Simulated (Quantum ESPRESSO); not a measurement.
# H on fcc sites of Ti(0001): a series in the coverage, part 3 of 9

What law, if any, do the results for H on fcc sites of Ti(0001) follow against the coverage?

Quantum ESPRESSO 7.5; plane-wave DFT, PBE, GBRV ultrasoft pseudopotentials.

So far. Step 2 (Relaxing cell and ions of the reference):  The last row is no step: it is a fresh SCF in the final cell with a new plane-wave basis, +0 meV from the row before. Step 4 (Relaxation with pw.x of the reference): The relaxation lowers the energy by 1 meV an atom.

## 5. Relaxation with pw.x, 0 ML

What the set-up leaves free in this member is relaxed.

System of this step: Ti(0001), 3 layers, 1 sites a cell. The cell holds 3 atoms: 3 Ti. Its edges and angles: a = 2.939 Å, b = 2.939 Å, c = 18.526 Å, α = 90.0°, β = 90.0°, γ = 60.0°. It derives from Ti. Vacuum lies along c.

Contents of m0.relax.in:

```
&control
  prefix = 'm0.relax'
  outdir = './out'
  pseudo_dir = './pseudo'
  nstep = 70
  forc_conv_thr = 0.0015
  calculation = 'relax'
/
&system
  ibrav = 0
  nat = 3
  ntyp = 1
  ecutwfc = 40
  ecutrho = 200
  occupations = 'smearing'
  smearing = 'mv'
  degauss = 0.02
/
&electrons
  conv_thr = 1e-07
  mixing_beta = 0.3
  electron_maxstep = 120
  mixing_mode = 'local-TF'
/
&ions
/
ATOMIC_SPECIES
  Ti  47.8670  ti_pbe_v1.4.uspp.F.UPF
CELL_PARAMETERS angstrom
  2.93930890900000 0.00000000000000 0.00000000000000
  1.46965445450000 2.54551618476392 0.00000000000000
  0.00000000000000 0.00000000000000 18.52617388046125
ATOMIC_POSITIONS crystal
  Ti  0.000000000000 0.000000000000 0.374640077925
  Ti  0.666666666700 0.666666666700 0.500000000000 0 0 0
  Ti  0.000000000000 0.000000000000 0.625359922075
K_POINTS automatic
  9 9 1 0 0 0
```

The run is started by

```bash
> OMP_NUM_THREADS=1 mpirun -n 16 pw.x -nk 4 -in m0.relax.in > m0.relax.out
```

Log:

```text
[banner, memory and clock lines left out]
Program PWSCF v.7.5 starts

          URL

     Message from routine setup:
     using ibrav=0 with symmetry is DISCOURAGED, use correct ibrav instead

     bravais-lattice index     =            0
     lattice parameter (alat)  =       5.5545  a.u.
     unit-cell volume          =     935.4131 (a.u.)^3
     number of atoms/cell      =            3
     number of atomic types    =            1
     number of electrons       =        36.00
     number of Kohn-Sham states=           22
     kinetic-energy cutoff     =      40.0000  Ry
     charge density cutoff     =     200.0000  Ry
     scf convergence threshold =      1.0E-07
     mixing beta               =       0.3000
     number of iterations used =            8  local-TF  mixing
     energy convergence thresh.=      1.0E-04
     force convergence thresh. =      1.5E-03
     Exchange-correlation=  SLA  PW   PBX  PBC
                           (   1   4   3   4   0   0   0)
     nstep                     =           70

     celldm(1)=   5.554489  celldm(2)=   0.000000  celldm(3)=   0.000000
     celldm(4)=   0.000000  celldm(5)=   0.000000  celldm(6)=   0.000000

     crystal axes: (cart. coord. in units of alat)
               a(1) = (   1.000000   0.000000   0.000000 )
               a(2) = (   0.500000   0.866025   0.000000 )
               a(3) = (   0.000000   0.000000   6.302901 )

     reciprocal axes: (cart. coord. in units 2 pi/alat)
               b(1) = (  1.000000 -0.577350  0.000000 )
               b(2) = (  0.000000  1.154701  0.000000 )
               b(3) = (  0.000000  0.000000  0.158657 )

     PseudoPot. # 1 for Ti read from file:
     ./pseudo/ti_pbe_v1.4.uspp.F.UPF
     Pseudo is Ultrasoft + core correction, Zval = 12.0
     Generated by new atomic code, or converted to UPF format
     Using radial grid of  851 points,  6 beta functions with:
                l(1) =   0
                l(2) =   0
                l(3) =   1
                l(4) =   1
                l(5) =   2
                l(6) =   2
     Q(r) pseudized with  6 coefficients,  rinner =    1.000   1.000   1.000
                                                       1.000   1.000

     atomic species   valence    mass     pseudopotential
     Ti               12.00    47.86700     Ti( 1.00)

     12 Sym. Ops. (no inversion) found

   Cartesian axes

     site n.     atom                  positions (alat units)
         1        Ti     tau(   1) = (   0.0000000   0.0000000   2.3613194  )
         2        Ti     tau(   2) = (   1.0000000   0.5773503   3.1514506  )
         3        Ti     tau(   3) = (   0.0000000   0.0000000   3.9415819  )

     number of k points=    12  Marzari-Vanderbilt smearing, width (Ry)=  0.0200
                       cart. coord. in units 2pi/alat
        k(    1) = (   0.0000000   0.0000000   0.0000000), wk =   0.0246914
        k(    2) = (   0.0000000   0.1283001   0.0000000), wk =   0.1481481
        k(    3) = (   0.0000000   0.2566001   0.0000000), wk =   0.1481481
        k(    4) = (   0.0000000   0.3849002   0.0000000), wk =   0.1481481
        k(    5) = (   0.0000000   0.5132002   0.0000000), wk =   0.1481481
        k(    6) = (   0.1111111   0.1924501   0.0000000), wk =   0.1481481
        k(    7) = (   0.1111111   0.3207501   0.0000000), wk =   0.2962963
        k(    8) = (   0.1111111   0.4490502   0.0000000), wk =   0.2962963
        k(    9) = (   0.1111111  -0.5773503   0.0000000), wk =   0.1481481
        k(   10) = (   0.2222222   0.3849002   0.0000000), wk =   0.1481481
        k(   11) = (   0.2222222  -0.6415003   0.0000000), wk =   0.2962963
        k(   12) = (   0.3333333  -0.5773503   0.0000000), wk =   0.0493827

     Dense  grid:    44773 G-vectors     FFT dimensions: (  25,  25, 160)

     Smooth grid:    32025 G-vectors     FFT dimensions: (  24,  24, 144)

     Check: negative core charge=   -0.000004

     Initial potential from superposition of free atoms

     starting charge      32.9999, renormalised to      36.0000

     negative rho (up, down):  9.425E-03 0.000E+00
     Starting wfcs are   30 randomized atomic wfcs

     per-process dynamical memory:    14.1 Mb

     Self-consistent Calculation

     iteration #  1     ecut=    40.00 Ry     beta= 0.30
     Davidson diagonalization with overlap
     ethr =  1.00E-02,  avg # of iterations =  4.9

     negative rho (up, down):  1.284E-02 0.000E+00

     total energy              =    -357.92526557 Ry
     estimated scf accuracy    <       2.00622261 Ry

     iteration #  2     ecut=    40.00 Ry     beta= 0.30
     Davidson diagonalization with overlap
     ethr =  5.57E-03,  avg # of iterations =  1.2

     negative rho (up, down):  3.068E-02 0.000E+00

     total energy              =    -357.23482655 Ry
     estimated scf accuracy    <       1.14433806 Ry

     iteration #  3     ecut=    40.00 Ry     beta= 0.30
     Davidson diagonalization with overlap
     ethr =  3.18E-03,  avg # of iterations =  3.4

     negative rho (up, down):  2.553E-02 0.000E+00

     total energy              =    -357.58683382 Ry
     estimated scf accuracy    <       0.26618358 Ry

     iteration #  4     ecut=    40.00 Ry     beta= 0.30
     Davidson diagonalization with overlap
     ethr =  7.39E-04,  avg # of iterations =  2.2

     negative rho (up, down):  2.197E-02 0.000E+00

     total energy              =    -357.60774080 Ry
     estimated scf accuracy    <       0.03312078 Ry

     iteration #  5     ecut=    40.00 Ry     beta= 0.30
     Davidson diagonalization with overlap
     ethr =  9.20E-05,  avg # of iterations =  5.8

     negative rho (up, down):  1.888E-02 0.000E+00

     total energy              =    -357.61236548 Ry
     estimated scf accuracy    <       0.00222283 Ry

     iteration #  6     ecut=    40.00 Ry     beta= 0.30
     Davidson diagonalization with overlap
     ethr =  6.17E-06,  avg # of iterations =  6.0

     negative rho (up, down):  1.794E-02 0.000E+00

     total energy              =    -357.61275293 Ry
     estimated scf accuracy    <       0.00697606 Ry

     iteration #  7     ecut=    40.00 Ry     beta= 0.30
     Davidson diagonalization with overlap
     ethr =  6.17E-06,  avg # of iterations =  3.8

     negative rho (up, down):  1.781E-02 0.000E+00

     total energy              =    -357.61305463 Ry
     estimated scf accuracy    <       0.00257151 Ry

     iteration #  8     ecut=    40.00 Ry     beta= 0.30
     Davidson diagonalization with overlap
     ethr =  6.17E-06,  avg # of iterations =  1.0

     negative rho (up, down):  1.387E-02 0.000E+00

[...]
ethr =  1.95E-07,  avg # of iterations =  5.8

     negative rho (up, down):  4.653E-03 0.000E+00

     total energy              =    -357.61477710 Ry
     estimated scf accuracy    <       0.00002041 Ry

     iteration #  8     ecut=    40.00 Ry     beta= 0.30
     Davidson diagonalization with overlap
     ethr =  5.67E-08,  avg # of iterations =  4.6

     negative rho (up, down):  4.898E-03 0.000E+00

     total energy              =    -357.61477553 Ry
     estimated scf accuracy    <       0.00003019 Ry

     iteration #  9     ecut=    40.00 Ry     beta= 0.30
     Davidson diagonalization with overlap
     ethr =  5.67E-08,  avg # of iterations =  2.9

     negative rho (up, down):  5.166E-03 0.000E+00

     total energy              =    -357.61477846 Ry
     estimated scf accuracy    <       0.00005916 Ry

     iteration # 10     ecut=    40.00 Ry     beta= 0.30
     Davidson diagonalization with overlap
     ethr =  5.67E-08,  avg # of iterations =  1.4

     negative rho (up, down):  5.163E-03 0.000E+00

     total energy              =    -357.61477878 Ry
     estimated scf accuracy    <       0.00000900 Ry

     iteration # 11     ecut=    40.00 Ry     beta= 0.30
     Davidson diagonalization with overlap
     ethr =  2.50E-08,  avg # of iterations =  4.2

     negative rho (up, down):  5.206E-03 0.000E+00

     total energy              =    -357.61477995 Ry
     estimated scf accuracy    <       0.00000309 Ry

     iteration # 12     ecut=    40.00 Ry     beta= 0.30
     Davidson diagonalization with overlap
     ethr =  8.60E-09,  avg # of iterations =  1.4

     negative rho (up, down):  5.231E-03 0.000E+00

     total energy              =    -357.61477981 Ry
     estimated scf accuracy    <       0.00000228 Ry

     iteration # 13     ecut=    40.00 Ry     beta= 0.30
     Davidson diagonalization with overlap
     ethr =  6.33E-09,  avg # of iterations =  1.8

     negative rho (up, down):  5.232E-03 0.000E+00

     total energy              =    -357.61477988 Ry
     estimated scf accuracy    <       0.00000019 Ry

     iteration # 14     ecut=    40.00 Ry     beta= 0.30
     Davidson diagonalization with overlap
     ethr =  5.14E-10,  avg # of iterations =  4.6

     negative rho (up, down):  5.237E-03 0.000E+00

     total energy              =    -357.61477992 Ry
     estimated scf accuracy    <       0.00000007 Ry

     iteration # 15     ecut=    40.00 Ry     beta= 0.30
     Davidson diagonalization with overlap
     ethr =  1.93E-10,  avg # of iterations =  2.2

     negative rho (up, down):  5.239E-03 0.000E+00

     total energy              =    -357.61477992 Ry
     estimated scf accuracy    <          9.4E-09 Ry

     iteration # 16     ecut=    40.00 Ry     beta= 0.30
     Davidson diagonalization with overlap
     ethr =  2.61E-11,  avg # of iterations =  4.6

     negative rho (up, down):  5.239E-03 0.000E+00

     End of self-consistent calculation

          k = 0.0000 0.0000 0.0000 (  4043 PWs)   bands (ev):

   -54.4056 -54.3922 -54.0761 -30.9062 -30.7364 -30.3697 -30.3697 -30.3608
   -30.3608 -30.1963 -30.0874 -30.0874  -3.1081  -1.7062  -0.4629   2.3246
     2.3903   3.1453   3.1453   3.1798   3.1798   3.3358

          k = 0.0000 0.1283 0.0000 (  4027 PWs)   bands (ev):

   -54.3960 -54.3839 -54.0691 -30.8867 -30.7357 -30.4283 -30.4241 -30.3841
   -30.3735 -30.1876 -30.1361 -30.0983  -2.7722  -1.3856  -0.1668   2.2067
     2.4367   2.7464   2.8878   3.1639   3.3091   3.3714

          k = 0.0000 0.2566 0.0000 (  4018 PWs)   bands (ev):

   -54.3714 -54.3627 -54.0513 -30.8378 -30.7411 -30.5749 -30.5602 -30.4204
   -30.4053 -30.2503 -30.1875 -30.1258  -1.8626  -0.5691   0.5306   1.8507
     1.9752   2.3729   2.4987   2.9419   3.3822   3.5211

          k = 0.0000 0.3849 0.0000 (  3990 PWs)   bands (ev):

   -54.3432 -54.3386 -54.0312 -30.8105 -30.7736 -30.7054 -30.6951 -30.4612
   -30.4414 -30.3579 -30.2029 -30.1572  -0.7358   0.1251   0.7996   1.5271
     1.5372   2.4091   2.5116   3.1341   3.3327   3.3821

          k = 0.0000 0.5132 0.0000 (  3974 PWs)   bands (ev):

   -54.3247 -54.3228 -54.0180 -30.8704 -30.8381 -30.7720 -30.6876 -30.4876
   -30.4647 -30.4100 -30.2197 -30.1776  -0.0115   0.2025   0.5168   1.3063
     1.4811   2.4980   3.0732   3.2356   3.5924   3.8403

          k = 0.1111 0.1925 0.0000 (  4027 PWs)   bands (ev):

   -54.3788 -54.3691 -54.0567 -30.8521 -30.7376 -30.5280 -30.5138 -30.4164
   -30.4018 -30.2108 -30.1848 -30.1233  -2.1443  -0.8035   0.3582   1.9626
     2.1877   2.4367   2.4826   2.9174   3.4525   3.6005

          k = 0.1111 0.3208 0.0000 (  4010 PWs)   bands (ev):

   -54.3525 -54.3465 -54.0377 -30.8054 -30.7522 -30.6552 -30.6466 -30.4689
   -30.4499 -30.3091 -30.1931 -30.1635  -1.0835   0.0483   1.0148   1.6320
     1.7233   2.0671   2.2713   2.8139   3.3340   3.5871

          k = 0.1111 0.4491 0.0000 (  3985 PWs)   bands (ev):

   -54.3291 -54.3265 -54.0211 -30.8274 -30.7963 -30.7466 -30.6926 -30.5123
   -30.4929 -30.3818 -30.2091 -30.1970  -0.0938   0.3865   0.8692   1.4912
     1.5222   2.3355   2.5964   3.0600   3.3476   3.3602

          k = 0.1111-0.5774 0.0000 (  3972 PWs)   bands (ev):

   -54.3198 -54.3186 -54.0145 -30.8628 -30.8333 -30.7708 -30.6775 -30.5290
   -30.5102 -30.4061 -30.2177 -30.2098   0.2892   0.3637   0.6347   1.4229
     1.5231   2.4581   2.9970   3.0024   3.4037   3.6916

          k = 0.2222 0.3849 0.0000 (  3992 PWs)   bands (ev):

   -54.3308 -54.3280 -54.0223 -30.7947 -30.7663 -30.7232 -30.6876 -30.5452
   -30.5299 -30.3543 -30.2259 -30.2023  -0.0678   0.6213   1.3937   1.4595
     1.7932   1.9873   2.0617   2.6138   3.2493   3.3450

          k = 0.2222-0.6415 0.0000 (  3973 PWs)   bands (ev):

   -54.3166 -54.3158 -54.0122 -30.8085 -30.7854 -30.7509 -30.6703 -30.6035
   -30.5963 -30.3846 -30.2691 -30.2115   0.6455   0.7293   1.1109   1.5253
     1.8607   2.1662   2.5663   2.7464   2.9867   3.0747

          k = 0.3333-0.5774 0.0000 (  3978 PWs)   bands (ev):

   -54.3117 -54.3116 -54.0087 -30.7652 -30.7607 -30.7187 -30.6822 -30.6804
   -30.6587 -30.3785 -30.3125 -30.2126   0.9204   1.1299   1.1412   1.5374
     1.9841   2.2944   2.5360   2.6116   2.6732   2.8217

     the Fermi energy is     2.4524 ev

!    total energy              =    -357.61477993 Ry
     estimated scf accuracy    <          1.0E-09 Ry
     smearing contrib. (-TS)   =      -0.00257436 Ry
     internal energy E=F+TS    =    -357.61220556 Ry

     The total energy is F=E-TS. E is the sum of the following terms:
     one-electron contribution =   -1630.11036617 Ry
     hartree contribution      =     812.61204011 Ry
     xc contribution           =     -54.01264341 Ry
     ewald contribution        =     513.89876390 Ry

     convergence has been achieved in  16 iterations

     negative rho (up, down):  5.239E-03 0.000E+00

     Forces acting on atoms (cartesian axes, Ry/au):

     atom    1 type  1   force =     0.00000000    0.00000000    0.00005361
     atom    2 type  1   force =     0.00000000    0.00000000    0.00000000
     atom    3 type  1   force =     0.00000000    0.00000000   -0.00005361

     Total force =     0.000076     Total SCF correction =     0.000053
     SCF correction compared to forces is large: reduce conv_thr to get better values
     Energy error            =      8.6E-05 Ry
     Gradient error          =      5.4E-05 Ry/Bohr

     bfgs converged in   7 scf cycles and   6 bfgs steps
     (criteria: energy <  1.0E-04 Ry, force <  1.5E-03 Ry/Bohr)

     End of BFGS Geometry Optimization

     Final energy             =    -357.6147799262 Ry

     File ./out/m0.relax.bfgs deleted, as requested
Begin final coordinates

ATOMIC_POSITIONS (crystal)
Ti               0.0000000000       -0.0000000000        0.3796369122
Ti               0.6666666667        0.6666666667        0.5000000000    0   0   0
Ti               0.0000000000       -0.0000000000        0.6203630878
End final coordinates

     XML data file, charge density, pseudopotentials, collected wavefunctions

                                        0.00s GPU  (    1707 calls)
```

Elapsed: 24 s, on 16 MPI ranks of Arm Neoverse V2, shared host; peak memory 0.89 GiB.

Step by step:

```
step  energy less that of the first step (eV)  largest force (eV/Å)
   1                                   0.0000                0.3741
   2                                  -0.0056                0.3501
   3                                  -0.0113                0.3206
   4                                  -0.0189                0.2747
   5                                  -0.0279                0.1984
   6                                  -0.0357                0.0714
   7                                  -0.0368                0.0014
```

The atoms that moved most (Å):

```
atom     dx     dy      dz  length
 Ti1  0.000  0.000   0.093   0.093
 Ti3  0.000  0.000  -0.093   0.093
```

Final coordinates:

```
Ti
1.0
     2.93931    0.00000    0.00000
     1.46965    2.54552    0.00000
     0.00000    0.00000   18.52617
Ti
3
Direct
  0.00000 0.00000 0.37964
  0.66667 0.66667 0.50000
  0.00000 0.00000 0.62036
```

The relaxation lowers the energy by 12 meV an atom. On the free atoms the largest force ends at 0.001 eV/Å.

Read from the output:

```
free energy  : -4865.5970 eV
Fermi energy : 2.452 eV
```

[end of part 3 of 9]

[Logs are printed without paths, hosts, clocks, repeated set-up lines and the standing remarks that a program may print on its own settings, such as how far it seeks lower states.]

[Hosts, paths, dates, database ids (printed as entryN), source tags and the programs' standing remarks are cut or masked in the printed files.]

[Maps of the electrostatic potential energy from Ansatz leave out the sawtooth potential of an applied field or a dipole correction, so their vacuum need not be flat; planar profiles and work functions include it.]
